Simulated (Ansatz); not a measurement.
The structure comes from a relaxation in the same program, started in the rocksalt type, and has space group Fm-3m. Whether it is a known phase or the ground state wasn't checked.

An input for GaP: DFT, PBEsol, PAW with Ansatz's default frozen-core files, scalar-relativistic (Ansatz 0.2.0). The PAW files were made with PBE; their cores are remade for this functional.

```yaml
crystal:
  lattice:
    - [0.0, 2.5804676415, 2.5804676415]
    - [2.5804676415, 0.0, 2.5804676415]
    - [2.5804676415, 2.5804676415, 0.0]
  atoms:
    - { symbol: Ga, position: [0.0, 0.0, 0.0] }
    - { symbol: P, position: [0.5, 0.5, 0.5] }
kpoints:
  mp_grid: { grid: [12, 12, 12] }
  band_path:
    path:
      - [0.0, 0.0, 0.0]
      - [0.5, 0.0, 0.5]
      - [0.625, 0.25, 0.625]
      - [0.375, 0.375, 0.75]
      - [0.0, 0.0, 0.0]
      - [0.5, 0.5, 0.5]
      - [0.5, 0.25, 0.75]
      - [0.5, 0.0, 0.5]
    npoints: 5
scf:
  occupations: { method: fermi_dirac, width: 0.05 }
hamiltonian:
  xc: pbesol
  pseudopotentials: { kind: paw }
output:
  forces: true
  stress: true
  eigenvalues: true
  efg: { contact_densities: true }
```

The results part of the log:

```
SCF 1 converged in 8 iterations: F = -4483.357305 eV  dr2 = 1.04e-9
  greatest PAW one-centre occupation: 0.994 electrons in one spin orbital (limit 2), on the Ga atom at site 0 (counted from 0), in its partial waves of l = 2
NSCF: frozen V_eff on 36 k-points
SCF converged after 8 iterations
Free energy (F): -4483.357305 eV
Harris-Foulkes:  -4483.357305 eV  (|F-HF|=1.71e-9)
Internal energy: -4483.347215 eV  (E = F + TS)
E sigma→0 (E₀):  -4483.352260 eV
Entropy (-TS):   -0.010090 eV (-5.045 meV/atom)
Fermi energy:    9.119801 eV
--- Per-component energies (eV) ---
  E_band       = -22.357738
  E_kinetic    = 184.763453
  E_local      = -1985.560321  (includes V_loc(G=0)·N_el)
  E_nonlocal   = 459.908215
  E_hartree    = 927.992685
  E_xc         = -129.233846
  E_vxc        = -118.446320  (∫ρ·V_xc dr)
  E_paw        = -2503.638552  (= ΣΔE_a)
  E_vpaw       = -419.009841  (= ΣTr[D̂ρ^β])
  E_aug_tail   = -0.000102  (compensation charges beyond the density's cutoff)
  E_ewald      = -1438.487820
  E_core_change = 0.909074  (= ΣΔE_core)
  E_smearing   = -0.010090  (= −TS)
  E_closure    = -0.000000  (closes the sum)
  Σ components = -4483.357305   (vs F -4483.357305, Δ=0.00e0)
--- Forces (eV/Å), atoms counted from 1 ---
  atom   1  Ga    -0.00000000     0.00000000     0.00000000
  atom   2  P      0.00000000    -0.00000000    -0.00000000
  max |Σ_I F_I| component: 3.22e-30 eV/Å
--- Stress (GPa, compression-positive) ---
       -3.731816       0.000000      -0.000000
        0.000000      -3.731816       0.000000
       -0.000000      -0.000000      -3.731816
  P = ⅓ Tr σ = -3.7318 GPa (-37.318 kbar)
--- PAW observables at the nuclei: V_zz in 10²¹ V/m², potentials from the cell's mean, atoms counted from 1 ---
  atom   1  Ga V_zz =    -0.000000   η = 0.0000   by run symmetry: forbidden
            electrostatic potential = -4132.365234 V   contact ρ = 187054.287577 e/Å³
  atom   2  P  V_zz =    +0.000000   η = 0.0000   by run symmetry: forbidden
            electrostatic potential = -1496.306368 V   contact ρ = 15967.825290 e/Å³
--- Band table (eV; the first three rows and the last of 72) ---
  k-point 0: bands = ["-5.4571", "-5.4571", "-5.4333", "-5.4333", "-5.4333", "-4.0325", "9.1636", "9.1636", "9.1636", "10.5500", "16.1664", "16.1664", "16.1664"]
  k-point 1: bands = ["-5.4590", "-5.4590", "-5.4337", "-5.4308", "-5.4308", "-3.9283", "8.0831", "9.1529", "9.1529", "11.3821", "15.8358", "16.1570", "16.1570"]
  k-point 2: bands = ["-5.4652", "-5.4652", "-5.4352", "-5.4228", "-5.4228", "-3.6176", "6.4420", "9.1371", "9.1371", "12.1967", "15.0965", "15.0965", "15.3955"]
  k-point 71: bands = ["-5.6067", "-5.4613", "-5.4209", "-5.4209", "-5.3664", "0.0610", "3.4475", "4.5201", "4.5201", "11.7170", "13.6994", "16.5565", "16.5565"]
```
